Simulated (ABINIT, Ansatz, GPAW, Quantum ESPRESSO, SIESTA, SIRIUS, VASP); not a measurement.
# SnTe: programs and potentials compared

```xyz
2
Lattice="0.0000 3.1509 3.1509 3.1509 0.0000 3.1509 3.1509 3.1509 0.0000" Properties=species:S:1:pos:R:3 pbc="T T T"
Te    3.1509    3.1509    3.1509
Sn    0.0000    0.0000    0.0000
```

Alike in all runs: task single point; functional PBEsol; k mesh 7 × 7 × 7; occupations fermi-dirac, width 0.05 eV; no spin polarisation; no spin-orbit coupling. Pressure is positive in compression and, in plane waves, holds the error of the finite cutoff.

| program and potentials | plane-wave cutoff (eV) | notes | pressure (GPa) |
| --- | --- | --- | --- |
| SIESTA, files PseudoDojo sr-pbesol-0.4.1-standard, DZP (energy shift 0.003 Ry; two zetas on semicore shells) | - | atomic basis; 15 valence electrons an atom on average | 0.32 |
| ABINIT, PseudoDojo NC SR PBEsol v0.4.1 standard | 1088 | 15 valence electrons an atom on average | -0.32 |
| VASP, PBE PAW files Sn_d, Te, 520 eV | 520 | potentials made for PBE; 10 valence electrons an atom on average | -0.37 |
| GPAW, PAW data sets generated for this functional | 600 | 10 valence electrons an atom on average | -0.65 |
| SIRIUS, PseudoDojo 0.4.1 PBEsol standard (scalar relativistic) | 1102 | 15 valence electrons an atom on average | -0.32 |
| Quantum ESPRESSO, GBRV 1.5 PBEsol | 925 | 10 valence electrons an atom on average | -0.63 |
| Ansatz, all-electron LAPW, scalar-relativistic | - | - | -0.37 |

The pressure spans -0.65 (GPAW, PAW data sets generated for this functional) to 0.32 GPa (SIESTA, files PseudoDojo sr-pbesol-0.4.1-standard, DZP (energy shift 0.003 Ry; two zetas on semicore shells)), with all-electron results at -0.37. Rows in atomic bases carry the error of their basis and grid, which can be large.

Differences between rows come from potentials, basis sets and numerical settings, since the functional is the same but for its coding. Runs on potential files found faulty are left out.
